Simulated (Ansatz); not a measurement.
Space group P6_3/mmc (No. 194). a = 5.629 Å, b = 5.629 Å, c = 4.504 Å, α = 90.00°, β = 90.00°, γ = 120.00°
```csv
atom,site,symmetry,x,y,z
Ti,6h,mm2,0.3437,0.1718,0.7500
Si,2d,-6m2,0.3333,0.6667,0.7500
```

Equation of state of this Ti3Si structure (not necessarily the ground state), with shape and atoms relaxed at each volume where symmetry leaves them free. It has no gap at any of these volumes. Theory: Ansatz 0.2.0, DFT r2SCAN, scalar-relativistic, plane waves, PAW.

Settings: cutoff 500 eV, Γ-centred mesh 6×6×8 on the computed 8-atom cell, Gaussian smearing of 0.10 eV; no spin polarisation.

| V (Å³/atom) | E − E(largest V) (meV/atom) | P (GPa) |
| --- | --- | --- |
| 13.593 | 62.60 | 23.23 |
| 14.056 | 5.86 | 16.16 |
| 14.520 | -31.74 | 9.99 |
| 14.983 | -52.64 | 4.63 |
| 15.446 | -59.15 | 0.00 |
| 15.910 | -53.19 | -4.00 |
| 16.373 | -36.47 | -7.44 |
| 16.991 | 0.00 | -11.30 |

Q: Fit a third-order Birch–Murnaghan equation to E(V).

A: V0 = 15.45 Å³/atom, B0 = 143 GPa, B0' = 3.8.